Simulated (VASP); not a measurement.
# NaF (Villiaumite) (Fm-3m) in VASP: notebook, part 2 of 2

VASP 6.6.1.

### Step 4. Relaxation of cell and atoms, LDA

This run uses another cell than the first one, of 11.38 Å³/atom, 0.880 times its volume.

INCAR

```
PREC     = Accurate       # precision mode
ENCUT    = 600            # plane-wave cutoff, eV
EDIFF    = 1E-7           # SCF threshold, eV
ISMEAR   = 0              # smearing method
SIGMA    = 0.03           # smearing width, eV
LREAL    = False          # projectors in reciprocal space
LASPH    = True           # aspherical terms in the spheres
NELM     = 80             # most SCF steps
ALGO     = Normal         # electronic algorithm
ISIF     = 3              # what is computed and relaxed
LWAVE    = False          # write WAVECAR
LCHARG   = False          # write CHGCAR
GGA      = CA             # functional
IBRION   = 2              # ionic algorithm
NSW      = 90             # ionic steps
EDIFFG   = -0.005         # ionic threshold
```

KPOINTS

```
Automatic mesh
0
Gamma
  10 10 10
```

POSCAR

```
NaF                                     
1.0
    0.0000000000      2.2490856905      2.2490856905
    2.2490856905     -0.0000000000      2.2490856905
    2.2490856905      2.2490856905     -0.0000000000
  Na              F             
     1     1
Direct
     0.0000000000000000    0.0000000000000000    0.0000000000000000
     0.5000000000000000    0.5000000000000000    0.5000000000000000
```

Potentials or basis: VASP PAW LDA potentials, release 64 (Na_pv, F).

On the command line:

```console
$ cat potpaw_LDA.64/Na_pv/POTCAR potpaw_LDA.64/F/POTCAR > POTCAR
$ mpirun -np 1 vasp_std > vasp.out
```

OUTCAR:

```text
PREC = Accurate
   ENCUT = 600
   EDIFF = 1E-7
   ISMEAR = 0
   LREAL = False
   LASPH = True
   NELM = 80
   ISIF = 3
   GGA = CA
   IBRION = 2
   NSW = 90
   EDIFFG = -0.005

 ion  position               nearest neighbor table
   1  0.000  0.000  0.000-   2 2.25   2 2.25   2 2.25   2 2.25   2 2.25   2 2.25
   2  0.500  0.500  0.500-   1 2.25   1 2.25   1 2.25   1 2.25   1 2.25   1 2.25

  LATTYP: Found a face centered cubic cell.
 ALAT       =     4.4981713810

  Lattice vectors:

 A1 = (   0.0000000000,   2.2490856905,   2.2490856905)
 A2 = (   2.2490856905,   0.0000000000,   2.2490856905)
 A3 = (   2.2490856905,   2.2490856905,   0.0000000000)

Analysis of symmetry for initial positions (statically):
=====================================================================
 Subroutine PRICEL returns:
 Original cell was already a primitive cell.

 Routine SETGRP: Setting up the symmetry group for a
 face centered cubic supercell.

 Subroutine GETGRP returns: Found 48 space group operations
 (whereof 48 operations were pure point group operations)
 out of a pool of 48 trial point group operations.

The static configuration has the point symmetry O_h .
[... 177 lines left out ...]
      5      -2.0991      2.00000
      6      -2.0991      2.00000
      7      -2.0991      2.00000
      8       4.3564      0.00000
      9      17.0536      0.00000
     10      17.0536      0.00000
     11      17.0536      0.00000
[... 309 lines left out ...]
 k-point    24 :       0.4000    0.3000    0.0000
  band No.  band energies     occupation
      1     -21.2945      2.00000
      2     -20.6790      2.00000
      3     -20.6673      2.00000
      4     -20.1797      2.00000
      5      -3.4730      2.00000
      6      -2.5445      2.00000
      7      -2.4779      2.00000
      8       8.8243      0.00000
      9      11.6507      0.00000
     10      15.1622      0.00000
     11      18.1312      0.00000

 [... further k-points ...]

------------------------ aborting loop because EDIFF is reached ----------------------------------------

  FORCE on cell =-STRESS in cart. coord.  units (eV):
  Direction    XX          YY          ZZ          XY          YZ          ZX
  --------------------------------------------------------------------------------------
  -------------------------------------------------------------------------------------
  Total        0.0047275      0.0047275      0.0047275      0.0000000      0.0000000     -0.0000000
  in kB        0.3328866      0.3328866      0.3328866      0.0000000      0.0000000     -0.0000000
  external PRESSURE =       0.3328866 kB  Pullay stress =       0.0000000 kB

 VOLUME and BASIS-vectors are now :
 -----------------------------------------------------------------------------
  energy-cutoff  :      600.00
  volume of cell :       22.75
      direct lattice vectors                 reciprocal lattice vectors
     0.000000000  2.249085690  2.249085690    -0.222312561  0.222312561  0.222312561
     2.249085690  0.000000000  2.249085690     0.222312561 -0.222312561  0.222312561
     2.249085690  2.249085690  0.000000000     0.222312561  0.222312561 -0.222312561

 POSITION                                       TOTAL-FORCE (eV/Angst)
 -----------------------------------------------------------------------------------
      0.00000      0.00000      0.00000         0.000000      0.000000      0.000000
      2.24909      2.24909      2.24909         0.000000     -0.000000     -0.000000
 -----------------------------------------------------------------------------------
    total drift:                                0.000000      0.000000      0.000000

  FREE ENERGIE OF THE ION-ELECTRON SYSTEM (eV)
  ---------------------------------------------------
  free  energy   TOTEN  =        -9.3342991724 eV

  energy  without entropy=       -9.3342991724  energy(sigma->0) =       -9.33429917

 reached required accuracy - stopping structural energy minimisation
```

Run time: 24 s. Hardware: 1 thread of Intel Xeon Platinum 8375C at 2.90GHz (Ice Lake), shared host; peak memory 0.14 GiB.

What came out:

* Free energy: -9.3343 eV
* Pressure after relaxing: 0.0 GPa
* Band gap on the k mesh: 6.46 eV, direct

Final structure:
```
CELL_PARAMETERS angstrom
0.00000 2.24909 2.24909
2.24909 0.00000 2.24909
2.24909 2.24909 0.00000
ATOMIC_POSITIONS crystal
Na 0.00000 0.00000 0.00000
F 0.50000 0.50000 0.50000
```

Caveat: the relaxation stopped at its first step, so nothing moved. A k mesh can miss the band edges.

### Step 5. Relaxation of cell and atoms, PBE

This run uses another cell than the first one, of 12.49 Å³/atom, 0.966 times its volume.

INCAR

```
ALGO = Normal
EDIFF = 1E-6
EDIFFG = -0.01
ENCUT = 300
GGA = PE
IBRION = 2
ISIF = 3
ISMEAR = 0
LASPH = True
LCHARG = False
LREAL = False
LWAVE = False
NELM = 80
NSW = 90
PREC = Accurate
SIGMA = 0.03
```

KPOINTS

```
k-points
0
Gamma
  5 5 5
```

POSCAR

```
NaF
1.0
    0.0000000000      2.3200000000      2.3200000000
    2.3200000000      0.0000000000      2.3200000000
    2.3200000000      2.3200000000      0.0000000000
Na F
1 1
Direct
    0.0000000000      0.0000000000      0.0000000000
    0.5000000000      0.5000000000      0.5000000000
```

Potentials or basis: VASP PAW PBE potentials, release 64 (Na_pv, F_s).

On the command line:

```console
$ cat potpaw_PBE.64/Na_pv/POTCAR potpaw_PBE.64/F_s/POTCAR > POTCAR
$ mpirun -np 1 vasp_std > vasp.out
```

OUTCAR:

```text
EDIFF = 1E-6
   EDIFFG = -0.01
   ENCUT = 300
   GGA = PE
   IBRION = 2
   ISIF = 3
   ISMEAR = 0
   LASPH = True
   LREAL = False
   NELM = 80
   NSW = 90
   PREC = Accurate

 ion  position               nearest neighbor table
   1  0.000  0.000  0.000-   2 2.32   2 2.32   2 2.32   2 2.32   2 2.32   2 2.32
   2  0.500  0.500  0.500-   1 2.32   1 2.32   1 2.32   1 2.32   1 2.32   1 2.32

  LATTYP: Found a face centered cubic cell.
 ALAT       =     4.6400000000

  Lattice vectors:

 A1 = (   0.0000000000,   2.3200000000,   2.3200000000)
 A2 = (   2.3200000000,   0.0000000000,   2.3200000000)
 A3 = (   2.3200000000,   2.3200000000,   0.0000000000)

Analysis of symmetry for initial positions (statically):
=====================================================================
 Subroutine PRICEL returns:
 Original cell was already a primitive cell.

 Routine SETGRP: Setting up the symmetry group for a
 face centered cubic supercell.

 Subroutine GETGRP returns: Found 48 space group operations
 (whereof 48 operations were pure point group operations)
 out of a pool of 48 trial point group operations.

The static configuration has the point symmetry O_h .

Analysis of symmetry for dynamics (positions and initial velocities):
=====================================================================
 Subroutine PRICEL returns:
 Original cell was already a primitive cell.

 Routine SETGRP: Setting up the symmetry group for a
 face centered cubic supercell.

 Subroutine GETGRP returns: Found 48 space group operations
 (whereof 48 operations were pure point group operations)
 out of a pool of 48 trial point group operations.

The dynamic configuration has the point symmetry O_h .

 Subroutine INISYM returns: Found 48 space group operations
 (whereof 48 operations are pure point group operations),
 and found     1 'primitive' translations

----------------------------------------------------------------------------------------

                                     Primitive cell

[... 155 lines left out ...]
  free  energy   TOTEN  =        -8.5610834808 eV

  energy  without entropy=       -8.5610834808  energy(sigma->0) =       -8.56108348

--------------------------------------- Ionic step        2  -------------------------------------------

 number of electron      14.0000001 magnetization

 Free energy of the ion-electron system (eV)
  ---------------------------------------------------
  ext. energy  EPLUGINS =         0.00000000
  ---------------------------------------------------
  free energy    TOTEN  =        -8.56127425 eV

  energy without entropy =       -8.56127425  energy(sigma->0) =       -8.56127425

 E-fermi :  -1.6622     XC(G=0):  -9.1587

 val. band max:       -1.9025286675   @ k =   0.0000   0.0000   0.0000
 cond. band min:       4.4143383725   @ k =   0.0000   0.0000   0.0000
 fundamental gap:      6.3168670400
 Fermi energy:        -1.6622095044

 k-point     1 :       0.0000    0.0000    0.0000
  band No.  band energies     occupation
      1     -21.0630      2.00000
      2     -20.8337      2.00000
      3     -20.8337      2.00000
      4     -20.8337      2.00000
      5      -1.9026      2.00000
      6      -1.9025      2.00000
      7      -1.9025      2.00000
      8       4.4143      0.00000
      9      17.1146      0.00000
     10      17.1146      0.00000
     11      17.1146      0.00000
[... 113 lines left out ...]
 k-point    10 :      -0.4000    0.4000    0.2000
  band No.  band energies     occupation
      1     -21.3813      2.00000
      2     -20.9109      2.00000
      3     -20.8965      2.00000
      4     -20.3266      2.00000
      5      -3.0065      2.00000
      6      -2.5893      2.00000
      7      -2.3489      2.00000
      8      10.1848      0.00000
      9      11.5200      0.00000
     10      14.0820      0.00000
     11      15.9288      0.00000

------------------------ aborting loop because EDIFF is reached ----------------------------------------

  FORCE on cell =-STRESS in cart. coord.  units (eV):
  Direction    XX          YY          ZZ          XY          YZ          ZX
  --------------------------------------------------------------------------------------
  -------------------------------------------------------------------------------------
  Total       -0.0018211     -0.0018211     -0.0018211      0.0000000     -0.0000000      0.0000000
  in kB       -0.1174291     -0.1174291     -0.1174291      0.0000000     -0.0000000      0.0000000
  external PRESSURE =      -0.1174291 kB  Pullay stress =       0.0000000 kB

 VOLUME and BASIS-vectors are now :
 -----------------------------------------------------------------------------
  energy-cutoff  :      300.00
  volume of cell :       24.85
      direct lattice vectors                 reciprocal lattice vectors
     0.000000000  2.316027005  2.316027005    -0.215886947  0.215886947  0.215886947
     2.316027005  0.000000000  2.316027005     0.215886947 -0.215886947  0.215886947
     2.316027005  2.316027005 -0.000000000     0.215886947  0.215886947 -0.215886947

 POSITION                                       TOTAL-FORCE (eV/Angst)
 -----------------------------------------------------------------------------------
      0.00000      2.31603      2.31603         0.000000      0.000000     -0.000000
      2.31603      2.31603      2.31603        -0.000000     -0.000000      0.000000
 -----------------------------------------------------------------------------------
    total drift:                               -0.000000     -0.000000      0.000000

  FREE ENERGIE OF THE ION-ELECTRON SYSTEM (eV)
  ---------------------------------------------------
  free  energy   TOTEN  =        -8.5612742457 eV

  energy  without entropy=       -8.5612742457  energy(sigma->0) =       -8.56127425

 reached required accuracy - stopping structural energy minimisation
```

Run time: 3 s. Hardware: 1 thread of Intel Xeon Platinum 8375C at 2.90GHz (Ice Lake), shared host; peak memory 0.11 GiB.

The run converged, but some of its settings lie outside the range that counts as converged, so its numbers aren't taken as properties of the crystal.

What came out:

- Free energy: -8.5613 eV
- Relaxed volume: 12.42 Å³/atom
- Relaxed cell: a = 3.275 Å, b = 3.275 Å, c = 3.275 Å, α = 60.00°, β = 60.00°, γ = 60.00°
- Space group after relaxing (to 0.05 Å): Fm-3m (No. 225)
- Energy gained by relaxing: 0.1 meV/atom
- Ionic steps: 2
- Band gap on the k mesh: 6.32 eV, direct

Caveat: the k mesh is coarse (spacing up to 0.47 Å⁻¹), so the values aren't converged; the cutoff is under 1.25 times the usual one of these potentials, so pressure, stress and relaxed cells hold a basis-set (Pulay) error.

### Step 6. Relaxation of cell and atoms, PBE

This run uses another cell than the first one, of 12.42 Å³/atom, 0.961 times its volume.

Edit INCAR of step 5 so:

```diff
@@ -1,4 +1,4 @@
 ALGO = Normal
-EDIFF = 1E-6
-EDIFFG = -0.01
+EDIFF = 1E-7
+EDIFFG = -0.005
 ENCUT = 300
```

KPOINTS is that of step 5.

POSCAR

```
NaF                                     
1.0
    0.0000000000      2.3160270047      2.3160270047
    2.3160270047      0.0000000000      2.3160270047
    2.3160270047      2.3160270047     -0.0000000000
  Na              F             
     1     1
Direct
     1.0000000000000000    0.0000000000000000    0.0000000000000000
     0.5000000000000000    0.5000000000000000    0.5000000000000000
```

Potentials or basis: VASP PAW PBE potentials, release 64 (Na_pv, F_s).

On the command line:

```console
$ cat potpaw_PBE.64/Na_pv/POTCAR potpaw_PBE.64/F_s/POTCAR > POTCAR
$ mpirun -np 1 vasp_std > vasp.out
```

Wall time 2.3 s (1 thread of Intel Xeon Platinum 8375C at 2.90GHz (Ice Lake), shared host); peak memory 0.11 GiB.

The run converged, but some of its settings lie outside the range that counts as converged, so its numbers aren't taken as properties of the crystal.

What came out:

| Quantity | Value |
| --- | --- |
| Free energy | -8.5610 eV |
| Band gap on the k mesh | 6.32 eV, direct |

Caveat: the k mesh is coarse (spacing up to 0.47 Å⁻¹), so the values aren't converged; the cutoff is under 1.25 times the usual one of these potentials, so pressure, stress and relaxed cells hold a basis-set (Pulay) error; the relaxation stopped at its first step, so nothing moved.
